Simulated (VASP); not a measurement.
Here is a VASP 6.6.1 calculation.

The input INCAR:

```
SYSTEM = ScHO2
PREC = Accurate
ENCUT = 520
EDIFF = 1E-6
ISMEAR = 0
SIGMA = 0.01
LREAL = .False.
LASPH = .True.
NELM = 100
ALGO = Normal
ISIF = 2
LWAVE = .False.
LCHARG = .True.
GGA = PS
LELF = .True.
LVHAR = .True.
NBANDS = 20
```

File KPOINTS:

```
Automatic mesh
0
Gamma
  6 6 6
  0 0 0
```

The input POSCAR:

```
ScHO2
1.0
    1.6165890000      0.9333380000      4.5309240000
   -1.6165890000      0.9333380000      4.5309240000
    0.0000000000     -1.8666760000      4.5309240000
Sc H O
1 1 2
Direct
    0.0000000000      0.0000000000      0.0000000000
    0.5000000000      0.5000000000      0.5000000000
    0.5897010000      0.5897010000      0.5897010000
    0.4102990000      0.4102990000      0.4102990000
```

Potentials or basis: VASP PAW PBE potentials, release 64 (Sc_sv, H, O).

Launch:

```console
$ cat potpaw_PBE.64/Sc_sv/POTCAR potpaw_PBE.64/H/POTCAR potpaw_PBE.64/O/POTCAR > POTCAR
$ mpirun -np 1 vasp_std > vasp.out
```

**Question.** Estimate the largest force.

**Answer.** 0.188 eV/Å.

**Question.** Estimate the band gap on the k mesh.

**Answer.** 3.97 eV, indirect (least direct gap 4.34 eV).

Forces in eV/Å, atoms in the order of the input:
```
Sc   0.000  0.000  0.000
H    0.000  0.000  0.000
O    0.000  0.000  0.188
O    0.000  0.000 -0.188
```

Caveat: the PAW data sets were made with another functional, which shifts forces and pressure a little. A k mesh can miss the band edges.
